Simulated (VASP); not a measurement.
## How the equilibrium volume moves from PBE to LDA

Computed equilibrium volume (Å³/atom) at each level. Volumes are each level's own minimum, from an equation of state or a relaxation of the cell. Space groups are those of the starting cells. Not every cell is the stable form of its formula. Spin polarisation and spin-orbit coupling are off unless named.

- PBE: VASP (PAW files made for PBE); cutoffs 520 to 600 eV; k meshes of 27 to 343 points
- LDA: VASP (PAW files made for LDA); cutoff 600 eV; k meshes of 27 to 256 points

```csv
crystal,PBE,LDA
KMgF3 (Pm-3m),13.306,11.799
SrCl2 (Fm-3m),29.196,26.339
RuS2 (Pa-3),14.999,14.249
Cs2AgBiBr6 (Fm-3m),37.688,33.330
"CdGeAs2 (I-42d, 8 atoms)",26.340,24.334
BaTiO3 (Pm-3m),13.135,12.328
"HfO2 (P4_2/nmc, 6 atoms)",11.217,10.500
```

How do the values move from PBE?

LDA lies below PBE in 7 of 7 crystals, with a median shift of -7.6 % (-11.6 % for Cs2AgBiBr6 to -5.0 % for RuS2). The figures use the values as printed. Spin-orbit coupling, where left out, moves volumes and moduli of the heaviest elements a little. LDA stands for any of its common fits to the electron gas. Columns can differ in potentials, cutoffs, meshes, task and smearing within a row, which adds scatter of its own.
